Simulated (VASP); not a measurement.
A run of VASP 6.6.1:

The input INCAR:

```
SYSTEM = CoSi
PREC = Accurate ; ENCUT = 600
EDIFF = 1E-7 ; ISMEAR = 1
SIGMA = 0.1 ; LREAL = .FALSE.
LASPH = .TRUE. ; NELM = 150
ALGO = Normal ; ISIF = 3
LWAVE = .FALSE. ; LCHARG = .FALSE.
ISPIN = 2 ; MAGMOM = 1.5 1.5 1.5 1.5 0 0 0 0
LORBIT = 11 ; LMAXMIX = 4
GGA = CA ; IBRION = 2
NSW = 90 ; EDIFFG = -0.005
AMIX = 0.2 ; BMIX = 1E-4
AMIX_MAG = 0.8 ; BMIX_MAG = 1E-4
KPAR = 4
```

The input KPOINTS:

```
regular mesh
0
G
  8 8 8
  0 0 0
```

POSCAR

```
CoSi                                    
1.0
    4.3525742159      0.0000000000      0.0000000000
    0.0000000000      4.3525742159     -0.0000000000
    0.0000000000     -0.0000000000      4.3525742159
  Co              Si            
     4     4
Direct
     0.1457869036923267    0.1457869036923267    0.1457869036923267
     0.3542130963076732    0.8542130963076734    0.6457869036923266
     0.6457869036923266    0.3542130963076732    0.8542130963076734
     0.8542130963076734    0.6457869036923266    0.3542130963076732
     0.8430624472743938    0.8430624472743938    0.8430624472743938
     0.6569375527256062    0.1569375527256061    0.3430624472743938
     0.3430624472743938    0.6569375527256062    0.1569375527256061
     0.1569375527256061    0.3430624472743938    0.6569375527256062
```

Potentials or basis: VASP PAW LDA potentials, release 64 (Co, Si).

Launch:

```console
$ cat potpaw_LDA.64/Co/POTCAR potpaw_LDA.64/Si/POTCAR > POTCAR
$ mpirun -np 4 vasp_std > vasp.out
```

Hardware: 4 MPI ranks on Intel(R) Xeon(R) Platinum 8488C (Sapphire Rapids) (shared host).

Question: How long does it take, and how much memory?

Answer: Run time: 2.2 min on 4 MPI ranks on Intel(R) Xeon(R) Platinum 8488C (Sapphire Rapids), on a shared host, peak memory 0.32 GiB a rank. Counts: scf iterations 24, k points 45, ion steps 2.
